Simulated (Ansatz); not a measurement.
In SnTe (rock salt type) the Sn atom of the primitive cell, with all its periodic images, is moved by 0.06 Å along [111].

```
CELL_PARAMETERS angstrom
0.00000 3.20500 3.20500
3.20500 0.00000 3.20500
3.20500 3.20500 0.00000
ATOMIC_POSITIONS crystal
Sn 0.00540 0.00540 0.00540
Te 0.50000 0.50000 0.50000
```

These are results of Ansatz 0.2.0 development build, PBE0, plane waves, all-electron PAW datasets generated for the crystal, point nucleus, not measurements.

Cutoff 270 eV; exchange singularity: regularized; k-mesh 4×4×4 Γ-centred; Fermi–Dirac smearing of 0.05 eV; no spin polarisation; no spin–orbit coupling.

(1) What force results?

## Answers

(1) The force on it along the displacement is 0.1283 eV/Å, a force constant of -2.14 eV/Å². It is negative: the force pushes the atom further, so on this mesh the structure is unstable along this displacement. On a mesh this coarse the force constant of so soft a mode can lie far from its converged value, in sign too.

```
atom  Fx (eV/Å)  Fy (eV/Å)  Fz (eV/Å)
 Sn1     0.0741     0.0741     0.0741
 Te2    -0.0741    -0.0741    -0.0741
```

Where the force pushes the moved atom further off its site, the soft mode may be real or faked by the k-mesh. The k-mesh is modest, so these values aren't fully converged in k.
